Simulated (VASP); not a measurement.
# TiS2 (P-3m1) in VASP: a series of runs

The runs below take TiS2 through relaxation of cell and atoms, with PBE.

All numbers are computed with VASP 6.6.1; they aren't measurements. Logs are shortened: lines on timing, memory, paths and dates and some standing lists are left out, and cuts for length are marked.

## (1) Starting point

Symmetry: P-3m1, No. 164, trigonal system. Conventional cell: a = 3.412 Å, b = 3.412 Å, c = 5.695 Å, α = 90.00°, β = 90.00°, γ = 120.00°. Ti (site symmetry -3m) is surrounded by 6 S at 2.43 Å. Around S (site symmetry 3m) lie 3 Ti at 2.43 Å.

## (2) Relaxation of cell and atoms, PBE

File INCAR:

```
  PREC = Accurate
  ENCUT = 300
  EDIFF = 1E-6
  ISMEAR = 1
  SIGMA = 0.1
  LREAL = False
  LASPH = True
  NELM = 80
  ALGO = Normal
  ISIF = 3
  LWAVE = False
  LCHARG = False
  GGA = PE
  IBRION = 2
  NSW = 90
  EDIFFG = -0.01
```

File KPOINTS:

```
regular mesh
0
Gamma
  6 6 4
```

File POSCAR:

```
TiS2
1.0
    3.4120000000      0.0000000000      0.0000000000
   -1.7060000000      2.9548786777      0.0000000000
    0.0000000000      0.0000000000      5.6950000000
Ti S
1 2
Direct
    0.0000000000      0.0000000000      0.0000000000
    0.3333333333      0.6666666667      0.2500000000
    0.6666666667      0.3333333333      0.7500000000
```

Potentials or basis: VASP PAW PBE potentials, release 64 (Ti, S).

Launch:

```
cat potpaw_PBE.64/Ti/POTCAR potpaw_PBE.64/S/POTCAR > POTCAR
mpirun -np 1 vasp_std > vasp.out
```

OUTCAR:

```text
PREC = Accurate
   ENCUT = 300
   EDIFF = 1E-6
   ISMEAR = 1
   LREAL = False
   LASPH = True
   NELM = 80
   ISIF = 3
   GGA = PE
   IBRION = 2
   NSW = 90
   EDIFFG = -0.01

 ion  position               nearest neighbor table
   1  0.000  0.000  0.000-   2 2.43   3 2.43   2 2.43   3 2.43   3 2.43   2 2.43
   2  0.333  0.667  0.250-   1 2.43   1 2.43   1 2.43
   3  0.667  0.333  0.750-   1 2.43   1 2.43   1 2.43

  LATTYP: Found a hexagonal cell.
 ALAT       =     3.4120000000
 C/A-ratio  =     1.6691090270

  Lattice vectors:

 A1 = (   3.4120000000,   0.0000000000,   0.0000000000)
 A2 = (  -1.7060000000,   2.9548786777,   0.0000000000)
 A3 = (   0.0000000000,   0.0000000000,   5.6950000000)

Analysis of symmetry for initial positions (statically):
=====================================================================
 Subroutine PRICEL returns:
 Original cell was already a primitive cell.

 Routine SETGRP: Setting up the symmetry group for a
 hexagonal supercell.

 Subroutine GETGRP returns: Found 12 space group operations
 (whereof 12 operations were pure point group operations)
 out of a pool of 24 trial point group operations.

The static configuration has the point symmetry D_3d.

Analysis of symmetry for dynamics (positions and initial velocities):
=====================================================================
 Subroutine PRICEL returns:
 Original cell was already a primitive cell.

 Routine SETGRP: Setting up the symmetry group for a
 hexagonal supercell.

 Subroutine GETGRP returns: Found 12 space group operations
 (whereof 12 operations were pure point group operations)
 out of a pool of 24 trial point group operations.

The dynamic configuration has the point symmetry D_3d.

 Subroutine INISYM returns: Found 12 space group operations
 (whereof 12 operations are pure point group operations),
 and found     1 'primitive' translations

----------------------------------------------------------------------------------------

                                     Primitive cell

  volume of cell :      57.4173

  direct lattice vectors                    reciprocal lattice vectors
     3.412000000  0.000000000  0.000000000     0.293083236  0.169211685  0.000000000
    -1.706000000  2.954878678  0.000000000     0.000000000  0.338423370  0.000000000
     0.000000000  0.000000000  5.695000000     0.000000000  0.000000000  0.175592625

  length of vectors
     3.412000000  3.412000000  5.695000000     0.338423370  0.338423370  0.175592625

  position of ions in fractional coordinates (direct lattice)
[... 116 lines left out ...]
 maximum number of plane-waves:       701
 NGX is ok and might be reduce to    20
   NGX =  9   NGY =  9   NGZ = 17

--------------------------------------- Ionic step        1  -------------------------------------------

 number of electron      16.0000012 magnetization

 Free energy of the ion-electron system (eV)
  ---------------------------------------------------
  ext. energy  EPLUGINS =         0.00000000
  ---------------------------------------------------
  free energy    TOTEN  =       -19.71322524 eV

  energy without entropy =      -19.71332278  energy(sigma->0) =      -19.71325775

------------------------ aborting loop because EDIFF is reached ----------------------------------------

  FORCE on cell =-STRESS in cart. coord.  units (eV):
  Direction    XX          YY          ZZ          XY          YZ          ZX
  --------------------------------------------------------------------------------------
  -------------------------------------------------------------------------------------
  Total       -0.2573576     -0.2573576      0.2687576      0.0000000      0.0000000      0.0000000
  in kB       -7.1813334     -7.1813334      7.4994415      0.0000000      0.0000000      0.0000000
  external PRESSURE =      -2.2877418 kB  Pullay stress =       0.0000000 kB
[... 92 lines left out ...]
  FREE ENERGIE OF THE ION-ELECTRON SYSTEM (eV)
  ---------------------------------------------------
  free  energy   TOTEN  =       -19.7175839395 eV

  energy  without entropy=      -19.7169435242  energy(sigma->0) =      -19.71737047

 E-fermi :   3.4478     XC(G=0):  -9.6864

 val. band max:        3.4465200805   @ k =   0.5000   0.0000   0.2500
 cond. band min:       3.4536354489   @ k =   0.0000   0.0000   0.5000
 fundamental gap:      0.0071153684
 Fermi energy:         3.4477991745

 k-point     1 :       0.0000    0.0000    0.0000
  band No.  band energies     occupation
      1     -10.2895      2.00000
      2      -8.8700      2.00000
      3      -1.7494      2.00000
      4       0.7115      2.00000
      5       0.7115      2.00000
      6       2.9627      2.00000
      7       3.5402     -0.03071
      8       3.5402     -0.03071
      9       3.8735     -0.00000
     10       3.8735     -0.00000
     11       4.2281     -0.00000
     12       6.9044      0.00000
[... 331 lines left out ...]
 k-point    24 :       0.3333    0.3333    0.5000
  band No.  band energies     occupation
      1      -8.4552      2.00000
      2      -8.4552      2.00000
      3      -0.8809      2.00000
      4      -0.8809      2.00000
      5      -0.5064      2.00000
      6       0.5031      2.00000
      7       1.0824      2.00000
      8       1.0824      2.00000
      9       4.6082     -0.00000
     10       4.8820     -0.00000
     11       4.8820     -0.00000
     12       6.8893      0.00000

[... ionic steps 4 to 26 ...]

--------------------------------------- Ionic step       27  -------------------------------------------

 number of electron      15.9999992 magnetization

------------------------ aborting loop because EDIFF is reached ----------------------------------------
[... 69 lines left out ...]
--------------------------------------- Ionic step       29  -------------------------------------------

 number of electron      15.9999994 magnetization

 Free energy of the ion-electron system (eV)
  ---------------------------------------------------
  ext. energy  EPLUGINS =         0.00000000
  ---------------------------------------------------
  free energy    TOTEN  =       -19.73302887 eV

  energy without entropy =      -19.73189905  energy(sigma->0) =      -19.73265226

 E-fermi :   3.3758     XC(G=0):  -9.6413

 val. band max:        3.3749312940   @ k =   0.0000   0.0000   0.5000
 cond. band min:       3.3785741724   @ k =   0.5000   0.0000   0.2500
 fundamental gap:      0.0036428783
 Fermi energy:         3.3758361945

 k-point     1 :       0.0000    0.0000    0.0000
  band No.  band energies     occupation
      1     -10.3383      2.00000
      2      -8.9311      2.00000
      3      -1.7844      2.00000
      4       0.6308      2.00000
      5       0.6308      2.00000
      6       2.8741      2.00000
      7       3.4560      0.01910
      8       3.4560      0.01909
      9       3.7916     -0.00000
     10       3.7916     -0.00000
     11       4.1628     -0.00000
     12       6.8284      0.00000
[... 373 lines left out ...]
  FREE ENERGIE OF THE ION-ELECTRON SYSTEM (eV)
  ---------------------------------------------------
  free  energy   TOTEN  =       -19.7330288668 eV

  energy  without entropy=      -19.7318990452  energy(sigma->0) =      -19.73265226

 reached required accuracy - stopping structural energy minimisation
```

OSZICAR:

```text
N       E                     dE             d eps       ncg     rms          rms(c)
DAV:   1     0.793416259194E+02    0.79342E+02   -0.48801E+03   576   0.761E+02
DAV:   2    -0.134015789863E+02   -0.92743E+02   -0.87404E+02   732   0.189E+02
DAV:   3    -0.233887326097E+02   -0.99872E+01   -0.94326E+01   804   0.663E+01
[... 232 lines left out ...]
DAV:   1    -0.197330441906E+02   -0.15838E-04   -0.28596E-03   576   0.322E-01    0.401E-02
DAV:   2    -0.197330479862E+02   -0.37956E-05   -0.21592E-04   856   0.133E-01    0.325E-02
DAV:   3    -0.197330327168E+02    0.15269E-04   -0.60615E-05   780   0.912E-02    0.209E-02
DAV:   4    -0.197330297227E+02    0.29941E-05   -0.57547E-06   676   0.224E-02    0.901E-03
DAV:   5    -0.197330288668E+02    0.85595E-06   -0.42007E-06   584   0.139E-02
  29 F= -.19733029E+02 E0= -.19732652E+02  d E =-.190790E-03
```

Run time: 56 s. Hardware: 1 thread of Intel Xeon 6975P-C (Granite Rapids), shared host; peak memory 0.14 GiB.

What came out:

```yaml
Free_energy: -19.7330 eV
Relaxed_volume: 20.10 Å³/atom
Relaxed_cell: a = 3.388 Å, b = 3.388 Å, c = 6.065 Å, α = 90.00°, β = 90.00°, γ = 120.00°
Space_group_after_relaxing_to_0.05_Å: P-3m1 (No. 164)
Energy_gained_by_relaxing: 6.6 meV/atom
Ionic_steps: 29
Pressure_after_relaxing: 0.0 GPa
Largest_force_after_relaxing: 0.005 eV/Å
Band_gap_on_the_k_mesh: none (metal or under the smearing width)
```

Forces in eV/Å, atoms in the order of the input:
```
Ti   0.000  0.000  0.000
S    0.000  0.000 -0.005
S    0.000  0.000  0.005
```

Step by step:
| step | energy change (eV) | largest force (eV/Å) | pressure (GPa) | volume (Å³) |
| --- | --- | --- | --- | --- |
| 1 | 0.0000 | 0.1223 | -0.23 | 57.42 |
| 2 | -0.0035 | 0.0385 | 0.56 | 57.19 |
| 3 | -0.0044 | 0.0352 | 1.22 | 57.00 |
| 4 | -0.0059 | 0.0209 | 1.11 | 57.11 |
| 5 | -0.0097 | 0.0254 | 0.85 | 57.43 |
| 6 | -0.0125 | 0.1251 | 0.38 | 58.07 |
| 7 | -0.0139 | 0.1255 | 0.21 | 58.30 |
| 8 | -0.0165 | 0.1308 | -0.26 | 59.01 |
| 9 | -0.0163 | 0.1486 | -1.13 | 60.43 |
| 10 | -0.0173 | 0.1365 | -0.70 | 59.69 |
| 11 | -0.0184 | 0.0772 | -0.39 | 59.72 |
| 12 | -0.0189 | 0.0190 | -0.09 | 59.74 |
| 13 | -0.0189 | 0.0004 | 0.01 | 59.75 |
| 14 | -0.0190 | 0.0001 | 0.02 | 59.76 |
| 15 | -0.0192 | 0.0003 | 0.06 | 59.77 |
| 16 | -0.0195 | 0.0002 | 0.13 | 59.81 |
| 17 | -0.0193 | 0.0034 | 0.28 | 59.87 |
| 18 | -0.0195 | 0.0002 | 0.18 | 59.83 |
| 19 | -0.0196 | 0.0308 | -0.03 | 59.99 |
| 20 | -0.0196 | 0.0278 | -0.04 | 59.97 |
| 21 | -0.0196 | 0.0235 | 0.02 | 59.95 |
| 22 | -0.0196 | 0.0244 | 0.03 | 59.96 |
| 23 | -0.0196 | 0.0266 | 0.01 | 59.97 |
| 24 | -0.0196 | 0.0275 | 0.01 | 59.97 |
| 25 | -0.0197 | 0.0238 | -0.01 | 60.02 |
| 26 | -0.0198 | 0.0138 | -0.02 | 60.18 |
| 27 | -0.0198 | 0.0068 | -0.06 | 60.49 |
| 28 | -0.0198 | 0.0022 | -0.05 | 60.34 |
| 29 | -0.0198 | 0.0049 | -0.04 | 60.30 |

Final structure:
```yaml
crystal:
  lattice:
    - [3.38816, 0.00000, 0.00000]
    - [-1.69408, 2.93424, 0.00000]
    - [0.00000, 0.00000, 6.06488]
  atoms:
    - { symbol: Ti, position: [0.00000, 0.00000, 0.00000] }
    - { symbol: S, position: [0.33333, 0.66667, 0.23630] }
    - { symbol: S, position: [0.66667, 0.33333, 0.76370] }
```

Caveat: the cutoff is under 1.25 times the usual one of these potentials, so pressure, stress and relaxed cells hold a basis-set (Pulay) error; this functional lacks dispersion, which binds the layers, so the pressure and a relaxed spacing across them are unreliable.

## (3) Relaxation of cell and atoms, PBE

This run uses another cell than the first one, of 20.10 Å³/atom, 1.050 times its volume.

Edit INCAR of step 2 so:

```diff
@@ -2,3 +2,3 @@
   ENCUT = 300
-  EDIFF = 1E-6
+  EDIFF = 1E-7
   ISMEAR = 1
@@ -15,2 +15,2 @@
   NSW = 90
-  EDIFFG = -0.01
+  EDIFFG = -0.005
```

KPOINTS is that of step 2.

File POSCAR:

```
TiS2                                    
1.0
    3.3881636524      0.0000000000      0.0000000000
   -1.6940818262      2.9342357951     -0.0000000000
    0.0000000000      0.0000000000      6.0648811090
  Ti              S             
     1     2
Direct
     0.0000000000000000    0.0000000000000000    0.0000000000000000
     0.3333333332999970    0.6666666667000030    0.2362972239618241
     0.6666666667000030    0.3333333332999970    0.7637027760381759
```

Potentials or basis: VASP PAW PBE potentials, release 64 (Ti, S).

Launch:

```
cat potpaw_PBE.64/Ti/POTCAR potpaw_PBE.64/S/POTCAR > POTCAR
mpirun -np 1 vasp_std > vasp.out
```

Run time: 37 s. Hardware: 1 thread of Intel Xeon 6975P-C (Granite Rapids), shared host; peak memory 0.14 GiB.

The run converged. Its results:

| Item | Value |
| --- | --- |
| Free energy | -19.7422 eV |
| Relaxed volume | 20.49 Å³/atom |
| Relaxed cell | a = 3.383 Å, b = 3.383 Å, c = 6.201 Å, α = 90.00°, β = 90.00°, γ = 120.00° |
| Space group after relaxing (to 0.05 Å) | P-3m1 (No. 164) |
| Energy gained by relaxing | 0.4 meV/atom |
| Ionic steps | 13 |
| Pressure after relaxing | 0.0 GPa |
| Band gap on the k mesh | none (metal or under the smearing width) |

Forces on the atoms (eV/Å):
```
Ti   0.000  0.000  0.000
S    0.000  0.000 -0.002
S    0.000  0.000  0.002
```

Step by step:
```
step  energy change (eV)  largest force (eV/Å)  pressure (GPa)  volume (Å³)
   1              0.0000                0.0013            0.09        60.30
   2             -0.0002                0.0290           -0.07        60.39
   3             -0.0002                0.0554           -0.22        60.48
   4             -0.0002                0.0448           -0.16        60.45
   5             -0.0003                0.0424           -0.12        60.44
   6             -0.0005                0.0365           -0.02        60.44
   7             -0.0005                0.0247            0.17        60.42
   8             -0.0005                0.0289            0.10        60.43
   9             -0.0006                0.0277            0.09        60.48
  10             -0.0008                0.0235            0.07        60.64
  11             -0.0012                0.0156            0.03        60.97
  12             -0.0013                0.0015           -0.03        61.61
  13             -0.0013                0.0023           -0.02        61.47
```

Final structure:
```
CELL_PARAMETERS angstrom
3.38329 0.00000 0.00000
-1.69164 2.93001 0.00000
0.00000 0.00000 6.20054
ATOMIC_POSITIONS crystal
Ti 0.00000 0.00000 0.00000
S 0.33333 0.66667 0.23176
S 0.66667 0.33333 0.76824
```

Levels at points of the mesh, in eV from the Fermi level:
```tsv
k point	band 6	band 7	band 8	band 9	band 10	band 11
(0.00, 0.00, 0.00)	-0.64	0.08	0.08	0.42	0.42	0.78
(0.50, 0.00, 0.00)	-2.70	-2.37	-1.43	0.07	1.46	1.88
(0.00, 0.00, 0.50)	-2.21	0.02	0.02	0.42	0.42	1.27
(0.50, 0.00, 0.50)	-2.76	-1.64	-1.30	-0.12	1.46	1.86
```

Caveat: the cutoff is under 1.25 times the usual one of these potentials, so pressure, stress and relaxed cells hold a basis-set (Pulay) error; this functional lacks dispersion, which binds the layers, so the pressure and a relaxed spacing across them are unreliable. Zero-point motion and thermal expansion aren't in these numbers.
